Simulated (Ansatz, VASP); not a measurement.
## Two plane-wave programs on Hg

```
Hg
1.0
     0.00000    2.39191    2.39191
     2.39191    0.00000    2.39191
     2.39191    2.39191    0.00000
Hg
1
Direct
  0.00000 0.00000 0.00000
```

Alike in both runs: task single point; functional LDA; k mesh 4 × 4 × 4; occupations fermi-dirac, width 0.094 eV; no spin polarisation.

```csv
,VASP,Ansatz
version,VASP 6.6.1,Ansatz 0.2.0
potentials or method,"VASP PAW LDA potentials, release 64 (Hg)","scalar-relativistic, plane waves, PAW"
plane-wave cutoff (eV),520,420
valence electrons in the cell,12,20
```

VASP gave:

- gap on the k mesh at the Fermi level (eV): none
- pressure (GPa): -6.3

Task: Which values does Ansatz return?

Result: gap on the k mesh at the Fermi level (eV): none; pressure (GPa): -6.4.

A gap of «none» marks a metal or a gap that the smearing closes. The two sets of potentials don't hold the same shells in valence.

Caveats: the k mesh is coarse (spacing up to 0.57 Å⁻¹), so the values aren't converged. The runs have no spin-orbit coupling, so splittings on Hg are missing.
